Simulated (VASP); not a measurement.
# CO2 (P4_2/mnm) in VASP: notebook

The runs below take CO2 through single point, with r2SCAN.

Everything below comes from runs of VASP 6.6.1. Logs are shortened: lines on timing, memory, paths and dates and some standing lists are left out, and cuts for length are marked.

## (1) The structure

Symmetry: P4_2/mnm, No. 136, tetragonal system. The conventional cell has a = 4.227 Å, b = 4.227 Å, c = 4.688 Å, α = 90.00°, β = 90.00°, γ = 90.00°. O (site symmetry m2m) is surrounded by 1 C at 1.17 Å. Around C (site symmetry mmm) lie 2 O at 1.17 Å.

The cell comes from a database or a generator and needn't be the stable form of this composition.

## (2) Single point, r2SCAN

File INCAR:

```
PREC = Accurate
ENCUT = 460
EDIFF = 1E-6
ISMEAR = 0
SIGMA = 0.01
LREAL = False
LASPH = True
NELM = 100
ALGO = Normal
ISIF = 2
LWAVE = False
LCHARG = False
METAGGA = R2SCAN
LMIXTAU = True
ADDGRID = False
```

File KPOINTS:

```
regular mesh
0
Gamma
  6 6 5
```

File POSCAR:

```
CO2
1.0
    4.2272127900      0.0000000000      0.0000000000
    0.0000000000      4.2272127900      0.0000000000
    0.0000000000      0.0000000000      4.6877715900
O C
4 2
Direct
    0.7998550000      0.8106260000     -0.0015650000
    0.2049920000      0.2030910000     -0.0012650000
    0.6721320000      0.3073690000      0.5000860000
    0.3101930000      0.6757250000      0.4907480000
   -0.0081430000      0.0098620000     -0.0042660000
    0.4753520000      0.5019460000      0.5043420000
```

Potentials or basis: VASP PAW PBE potentials, release 64 (O, C).

Run with:

```
cat potpaw_PBE.64/O/POTCAR potpaw_PBE.64/C/POTCAR > POTCAR
mpirun -np 1 vasp_std > vasp.out
```

OUTCAR:

```text
PREC = Accurate
   ENCUT = 460
   EDIFF = 1E-6
   ISMEAR = 0
   LREAL = False
   LASPH = True
   NELM = 100
   ISIF = 2
   METAGGA = R2SCAN

 Found     92 irreducible k-points:

 Following reciprocal coordinates:
            Coordinates               Weight
  0.000000  0.000000  0.000000      1.000000
  0.166667  0.000000  0.000000      2.000000
  0.000000  0.166667  0.000000      2.000000
  0.333333  0.000000  0.000000      2.000000
  0.000000  0.333333  0.000000      2.000000
  0.500000  0.000000  0.000000      1.000000
   k-points           NKPTS =     92   k-points in BZ     NKDIM =     92   number of bands    NBANDS=     20
   number of dos      NEDOS =    301   number of ions     NIONS =      6
   total plane-waves  NPLWV =  32400
   dimension x,y,z NGX =    30 NGY =   30 NGZ =   36
   dimension x,y,z NGXF=    60 NGYF=   60 NGZF=   72
   ions per type =               4   2
   NGX,Y,Z   is equivalent  to a cutoff of  11.80, 11.80, 12.77 a.u.
   NGXF,Y,Z  is equivalent  to a cutoff of  23.60, 23.60, 25.53 a.u.
 SYSTEM =  unknown system
   PREC   = accura    normal or accurate (medium, high low for compatibility)
   ISTART =      0    job   : 0-new  1-cont  2-samecut
   ICHARG =      2    charge: 1-file 2-atom 10-const
   ISPIN  =      1    spin polarized calculation?
   LNONCOLLINEAR =      F non collinear calculations
   LSORBIT =      F    spin-orbit coupling
   LASPH  =      T    aspherical Exc in radial PAW
   ENCUT  =  460.0 eV  33.81 Ry    5.81 a.u.   7.39  7.39  8.20*2*pi/ulx,y,z
   NELM   =    100;   NELMIN=  2; NELMDL= -5     # of ELM steps
   EDIFF  = 0.1E-05   stopping-criterion for ELM
   LREAL  =      F    real-space projection
   EDIFFG = 0.1E-04   stopping-criterion for IOM
   NSW    =      0    number of steps for IOM
   IBRION =     -1    ionic relax: 0-MD 1-quasi-New 2-CG
   NFREE  =      0    steps in history (QN), initial steepest desc. (CG)
   ISIF   =      2    stress and relaxation
   ISYM   =      2    0-nonsym 1-usesym 2-fastsym
   POTIM  = 0.5000    time-step for ionic-motion
   TEBEG  =    0.0;   TEEND  =   0.0 temperature during run
   PSTRESS=    0.0 pullay stress
   NELECT =      32.0000    total number of electrons
   NUPDOWN=      -1.0000    fix difference up-down
   EMIN   =  10.00;   EMAX   =-10.00  energy-range for DOS
   EFERMI =   0.00;   METHOD = LEGACY
   ISMEAR =     0;   SIGMA  =   0.01  broadening in eV -4-tet -1-fermi 0-gaus
   EFERMI_NEDOS =   21; number of points for ismear=-14 and -15
   IALGO  =     38    algorithm
   IMIX   =      4    mixing-type and parameters
     AMIX     =   0.40;   BMIX     =  1.00
     AMIX_MAG =   1.60;   BMIX_MAG =  1.00
  volume/ion in A,a.u.               =      13.96        94.21
  Fermi-wavevector in a.u.,A,eV,Ry     =   1.187864  2.244737 19.198094  1.411020
  Thomas-Fermi vector in A             =   2.324006
   LORBIT       =      0    0 simple, 1 ext, 2 COOP (PROOUT), +10 PAW based schemes
   METAGGA = R2SCAN    functional components
   LHFCALC =     F    Hartree Fock is set to
   AEXX    =    0.0000 exact exchange contribution
   IVDW    =     0    specifies the selected vdW correction
   LEPSILON=     F    determine dielectric tensor
   LRPA    =     F    only Hartree local field effects (RPA)
 non-spin polarized calculation
 Gauss-broadening in eV      SIGMA  =   0.01
  energy-cutoff  :      460.00
  volume of cell :       83.77
 maximum number of plane-waves:      1905
 NGX is ok and might be reduce to    30
   NGX = 15   NGY = 15   NGZ = 17

 number of electron      31.9999991 magnetization

 Free energy of the ion-electron system (eV)
  ---------------------------------------------------
  ext. energy  EPLUGINS =         0.00000000
  ---------------------------------------------------
  free energy    TOTEN  =       -49.67471934 eV

  energy without entropy =      -49.67471934  energy(sigma->0) =      -49.67471934

 E-fermi :  -3.4280     XC(G=0):  -8.5229

 val. band max:       -3.4799419121   @ k =   0.5000   0.5000   0.4000
 cond. band min:       3.5458706584   @ k =   0.0000   0.0000   0.0000
 fundamental gap:      7.0258125704
 Fermi energy:        -3.4279919164

 k-point     1 :       0.0000    0.0000    0.0000
  band No.  band energies     occupation
      1     -27.6939      2.00000
      2     -25.3632      2.00000
      3     -24.1502      2.00000
      4     -23.8857      2.00000
      5      -9.5744      2.00000
      6      -9.2350      2.00000
[... 12 lines left out ...]
     19       4.5853      0.00000
     20       6.4826      0.00000

 k-point     2 :       0.1667    0.0000    0.0000
  band No.  band energies     occupation
      1     -27.6906      2.00000
      2     -25.3537      2.00000
      3     -24.1524      2.00000
      4     -23.8946      2.00000
      5      -9.5582      2.00000
      6      -9.1859      2.00000
[... 12 lines left out ...]
     19       4.6399      0.00000
     20       6.5203      0.00000

 k-point     3 :       0.0000    0.1667    0.0000
  band No.  band energies     occupation
      1     -27.6905      2.00000
      2     -25.3542      2.00000
      3     -24.1566      2.00000
      4     -23.8895      2.00000
      5      -9.5610      2.00000
      6      -9.1846      2.00000
[... 12 lines left out ...]
     19       4.6371      0.00000
     20       6.5024      0.00000

 k-point     4 :       0.3333    0.0000    0.0000
  band No.  band energies     occupation
      1     -27.6847      2.00000
      2     -25.3349      2.00000
      3     -24.1581      2.00000
      4     -23.9128      2.00000
      5      -9.5479      2.00000
      6      -9.1117      2.00000
[... 12 lines left out ...]
     19       5.0210      0.00000
     20       6.5907      0.00000

 k-point     5 :       0.0000    0.3333    0.0000
  band No.  band energies     occupation
      1     -27.6845      2.00000
      2     -25.3364      2.00000
      3     -24.1710      2.00000
      4     -23.8975      2.00000
      5      -9.5591      2.00000
      6      -9.1094      2.00000
[... 12 lines left out ...]
     19       5.0413      0.00000
     20       6.5428      0.00000

 k-point     6 :       0.5000    0.0000    0.0000
  band No.  band energies     occupation
      1     -27.6819      2.00000
      2     -25.3252      2.00000
      3     -24.1615      2.00000
      4     -23.9221      2.00000
      5      -9.5547      2.00000
      6      -9.0799      2.00000
[... 12 lines left out ...]
     19       5.8971      0.00000
     20       6.4116      0.00000

 [... further k-points ...]
[... 5 lines left out ...]
  --------------------------------------------------------------------------------------
  -------------------------------------------------------------------------------------
  Total        9.9907769     11.7494319     -0.4125128    -16.8861232     -1.2044511      1.0940948
  in kB      191.0887762    224.7257237     -7.8899341   -322.9727442    -23.0369552     20.9262251
  external PRESSURE =     135.9748553 kB  Pullay stress =       0.0000000 kB

 VOLUME and BASIS-vectors are now :
 -----------------------------------------------------------------------------
  energy-cutoff  :      460.00
  volume of cell :       83.77
      direct lattice vectors                 reciprocal lattice vectors
     4.227212790  0.000000000  0.000000000     0.236562494  0.000000000  0.000000000
     0.000000000  4.227212790  0.000000000     0.000000000  0.236562494  0.000000000
     0.000000000  0.000000000  4.687771590     0.000000000  0.000000000  0.213320974

 POSITION                                       TOTAL-FORCE (eV/Angst)
 -----------------------------------------------------------------------------------
      3.38116      3.42669      4.68044         0.328894      0.583259     -0.085451
      0.86654      0.85851      4.68184        -3.185896     -2.579465     -0.125371
      2.84124      1.29931      2.34429         0.842050     -0.960050      0.348322
      1.31125      2.85643      2.30051       -18.253494     18.962877     -1.194977
      4.19279      0.04169      4.66777         2.758096      2.026178      0.202202
      2.00941      2.12183      2.36424        17.510350    -18.032799      0.855275
 -----------------------------------------------------------------------------------
    total drift:                               -0.001018      0.000608     -0.000057

  FREE ENERGIE OF THE ION-ELECTRON SYSTEM (eV)
  ---------------------------------------------------
  free  energy   TOTEN  =       -49.6747193358 eV

  energy  without entropy=      -49.6747193358  energy(sigma->0) =      -49.67471934
```

Run time: 4.1 min. Hardware: 1 thread of Intel Xeon 6975P-C (Granite Rapids), shared host; peak memory 0.24 GiB.

These settings aren't checked as converged: the numbers below hold their error.

What came out:

```
Free energy            : -49.6747 eV
Pressure               : 13.6 GPa
Largest force          : 26.348 eV/Å
Band gap on the k mesh : 7.03 eV, indirect (least direct gap 7.43 eV)
```

Caveat: the cutoff is under 1.25 times the usual one of these potentials, so pressure, stress and relaxed cells hold a basis-set (Pulay) error; the standard files for N, O and F lose accuracy on very short bonds; the PAW data sets were made with another functional, which shifts forces and pressure a little; an odd mesh through Γ misses points on the zone boundary, where band edges often lie.

## (3) Single point, r2SCAN

INCAR: that of step 2 with these lines changed.

```diff
@@ -1,2 +1,2 @@
-PREC = Accurate
+PREC = Low
 ENCUT = 460
@@ -4,3 +4,3 @@
 ISMEAR = 0
-SIGMA = 0.01
+SIGMA = 0.05
 LREAL = False
```

KPOINTS is that of step 2.

File POSCAR:

```
CO2
1.0
    4.2272127900      0.0000000000      0.0000000000
    0.0000000000      4.2272127900      0.0000000000
    0.0000000000      0.0000000000      4.6877715900
O C
4 2
Direct
    0.8048268600      0.8048268600      0.0000000000
    0.1951731400      0.1951731400      0.0000000000
    0.6951731400      0.3048268600      0.5000000000
    0.3048268600      0.6951731400      0.5000000000
    0.0000000000      0.0000000000      0.0000000000
    0.5000000000      0.5000000000      0.5000000000
```

Potentials or basis: VASP PAW PBE potentials, release 64 (O, C).

Run with:

```
cat potpaw_PBE.64/O/POTCAR potpaw_PBE.64/C/POTCAR > POTCAR
mpirun -np 1 vasp_std > vasp.out
```

Run time: 42 s. Hardware: 1 thread of Intel Xeon 6975P-C (Granite Rapids), shared host; peak memory 0.14 GiB.

The run converged, but some of its settings lie outside the range that counts as converged, so its numbers aren't taken as properties of the crystal.

Results:

```
Free energy            : -51.4969 eV
Pressure               : -0.3 GPa
Largest force          : 0.060 eV/Å
Band gap on the k mesh : 7.17 eV, indirect (least direct gap 7.65 eV)
```

Caveat: the cutoff is under 1.25 times the usual one of these potentials, so pressure, stress and relaxed cells hold a basis-set (Pulay) error; the standard files for N, O and F lose accuracy on very short bonds; the PAW data sets were made with another functional, which shifts forces and pressure a little; an odd mesh through Γ misses points on the zone boundary, where band edges often lie.

## (4) The reference run

An earlier run on the cell as given: functional PBE; potentials or basis VASP PAW PBE potentials, release 64 (O, C); cutoff 520 eV; k mesh 6 × 6 × 6; occupations fermi-dirac, width 0.05 eV; no spin polarisation.

- Pressure: 4.1 GPa
- Largest force: 0.780 eV/Å
- Band gap on the k mesh: 6.57 eV, indirect (least direct gap 7.04 eV)
